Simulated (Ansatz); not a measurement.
Set up this calculation in Ansatz 0.2.0, as the native input.

| Quantity | Value |
| --- | --- |
| Task | band structure |
| Functional | PBEsol |
| Potentials or basis | Ansatz PAW |
| Cutoff | 420 eV (not typed: the program's choice for these potentials) |
| k mesh | 9 × 9 × 5 |
| Occupations | fermi-dirac, width 0.05 eV |
| Spin | no spin polarisation |
| Path | [["G", "M", "K", "G", "A", "L", "H", "A"], ["L", "M"], ["K", "H"]] |
| Points for each segment of the path | 14 |

The system is In.

```
In
1.0
     3.33548    0.00000    0.00000
    -1.66774    2.88861    0.00000
     0.00000    0.00000    5.50914
In
2
Direct
  0.66667 0.33333 0.75000
  0.33333 0.66667 0.25000
```

This isn't the form of In at room conditions, which is tetragonal.

These files were run (other wordings do the same):

input.yaml

```yaml
crystal:
  lattice:
    - [3.335484782, 0.0, 0.0]
    - [-1.667742391, 2.8886145552, 0.0]
    - [0.0, 0.0, 5.50914292]
  atoms:
    - { symbol: In, position: [0.6666666667, 0.3333333333, 0.75] }
    - { symbol: In, position: [0.3333333333, 0.6666666667, 0.25] }
hamiltonian:
  xc: pbesol
  pseudopotentials: { kind: paw }
kpoints:
  mp_grid: { grid: [9, 9, 5] }
  band_path:
    path:
      - [[0.0, 0.0, 0.0], [0.5, 0.0, 0.0], [0.3333333333, 0.3333333333, 0.0], [0.0, 0.0, 0.0], [0.0, 0.0, 0.5], [0.5, 0.0, 0.5], [0.3333333333, 0.3333333333, 0.5], [0.0, 0.0, 0.5]]
      - [[0.5, 0.0, 0.5], [0.5, 0.0, 0.0]]
      - [[0.3333333333, 0.3333333333, 0.0], [0.3333333333, 0.3333333333, 0.5]]
    npoints: 14
scf:
  occupations: { method: fermi_dirac, width: 0.05 }
  n_extra_bands: 6
output:
  forces: true
  stress: true
  eigenvalues: true
  fatbands: true
```

Potentials or basis: Ansatz PAW.

Command:

```sh
$ ansatz run input.yaml --threads 2 --pin off --max-ram 5632MiB --backend cpu --events-out ev --progress --plain --runs-dir out
```

It gave:

* Pressure: -1.4 GPa
* Band gap on the k mesh: none (metal or under the smearing width)

Caveat: spin-orbit coupling is left out, which moves the levels of the heavy elements; the PAW data sets come from PBE, with cores solved anew for the run's functional, which leaves a small shift of forces and pressure.

Wall time 2.7 s on 2 threads of AMD EPYC 7R13 Processor (Zen 3), with other jobs on the host, peak memory 0.37 GiB.
